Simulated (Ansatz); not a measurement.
# AlNi: which structure wins at one pressure

Which of rocksalt, CsCl, WC, NiAs, zincblende has the lowest enthalpy for AlNi at one common pressure? The runs shown use LAPW. Companion runs by PAW are cited.

Method: DFT, PBE, all-electron LAPW, scalar-relativistic, in Ansatz 0.2.0.

### 1 The structure to begin with

Symmetry: Fm-3m, No. 225, cubic system. The conventional cell has a = 4.152 Å, b = 4.152 Å, c = 4.152 Å, α = 90.00°, β = 90.00°, γ = 90.00°. Around Ni (site symmetry m-3m) lie 6 Al at 2.08 Å. Al (site symmetry m-3m) is surrounded by 6 Ni at 2.08 Å.

Structure file:

```cif
data_structure
_symmetry_space_group_name_H-M 'P 1'
_symmetry_Int_Tables_number 1
_cell_length_a 2.9356
_cell_length_b 2.9356
_cell_length_c 2.9356
_cell_angle_alpha 60.000
_cell_angle_beta 60.000
_cell_angle_gamma 60.000
_cell_volume 17.89
loop_
_atom_site_label
_atom_site_type_symbol
_atom_site_fract_x
_atom_site_fract_y
_atom_site_fract_z
_atom_site_occupancy
Ni1 Ni 0.00000 0.00000 0.00000 1
Al1 Al 0.50000 0.50000 0.50000 1
```

Atoms are numbered in the order of the input: Ni1, Al2.

### 2 Rocksalt relaxed under pressure, LAPW

input.yaml

```yaml
crystal:
  lattice:
    - [0.0, 2.0757675785, 2.0757675785]
    - [2.0757675785, 0.0, 2.0757675785]
    - [2.0757675785, 2.0757675785, 0.0]
  atoms:
    - { symbol: Ni, position: [0.0, 0.0, 0.0] }
    - { symbol: Al, position: [0.5, 0.5, 0.5] }
kpoints:
  mp_grid: { grid: [16, 16, 16] }
scf:
  occupations: { method: fermi_dirac, width: 0.05 }
hamiltonian:
  xc: pbe
  pseudopotentials: { kind: all_electron, lapw: { basis_error: 0.0005 } }
output:
  forces: true
  stress: true
  eigenvalues: true
relax:
  f_tol: 0.005
  max_steps: 12
  cell: { p_target: 140.0, stress_tol: 0.07 }
```

Started as:

```
$ ansatz run input.yaml --threads 1 --pin off --max-ram 3584MiB --backend cpu --events-out ev --progress --plain --runs-dir out
```

Further steps of the session: CsCl relaxed under pressure, LAPW; WC relaxed under pressure, LAPW; NiAs at the cell that PAW relaxed, LAPW; Zincblende relaxed under pressure, LAPW.

**Question.** What will these runs give? Wanted: pressure; lowest (for each run or level that gives them).

**Answer**, as computed:

| quantity | value |
| --- | --- |
| pressure | 140 GPa |
| lowest (LAPW) | CsCl, 387.8 meV/atom under WC |
| lowest (PAW) | CsCl, 390.6 meV/atom under WC |

By LAPW the order is CsCl < WC < NiAs < rocksalt < zincblende. By PAW the order is CsCl < WC < NiAs < rocksalt < zincblende. The methods agree on the lowest phase. Only these structures were tried, with electrons smeared by 0.05 eV and without vibrations, so the true ground state may be another. The k meshes differ between phases and weren't tested, which can move differences by some meV. Spin polarisation is left out here, though a magnetic state may lie well lower.
